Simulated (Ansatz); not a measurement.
## LiCl: stable or not

It was reached by relaxing an invented guess, and it needn't be the stable form of this composition.

Theory: DFT PBE, scalar-relativistic, plane waves, PAW (Ansatz). The final run on the 6-atom cell used 420 eV, a Γ-centred 6×6×6 mesh, 0.02 eV smearing and no spin polarisation.

```yaml
crystal:
  lattice:
    - [6.19217, 0.00000, 0.00000]
    - [-3.09609, 5.36258, 0.00000]
    - [0.00000, 0.00000, 3.70134]
  atoms:
    - { symbol: Li, position: [0.61218, 0.00000, 0.66667] }
    - { symbol: Li, position: [0.00000, 0.61218, 0.33333] }
    - { symbol: Li, position: [0.38782, 0.38782, 0.00000] }
    - { symbol: Cl, position: [0.36023, 0.00000, 0.16667] }
    - { symbol: Cl, position: [0.00000, 0.36023, 0.83333] }
    - { symbol: Cl, position: [0.63977, 0.63977, 0.50000] }
```

Formation energies are uncorrected and refer to the elements' standard structures at the same level (Cl₂ as a molecule).

Q: These tests were run: energy against the elements; random kick, then relaxation without symmetry; phonons on a 1×1×2 q mesh; elastic tensor. What do they show?

A:

```csv
test,result
energy against the elements,−1.838 eV/atom
"random kick, then relaxation without symmetry",returns
phonons on a 1×1×2 q mesh,"no imaginary mode on the mesh, but the interpolation dips to 11i cm⁻¹ between its points"
elastic tensor,least eigenvalue 6 GPa
```

It fails none of these tests outright. Other phases of the system weren't compared here, so this isn't yet thermodynamic stability. Undecided within the accuracy: phonons on a 1×1×2 q mesh.

The kick test ran on a coarse mesh. The run for the phonons used a 6×6×6 k mesh. The run for the elastic tensor used a 6×6×6 k mesh. Another cell of LiCl relaxed alike, in Fm-3m, lies 13 meV/atom lower, so this cell isn't the stable form at this level.
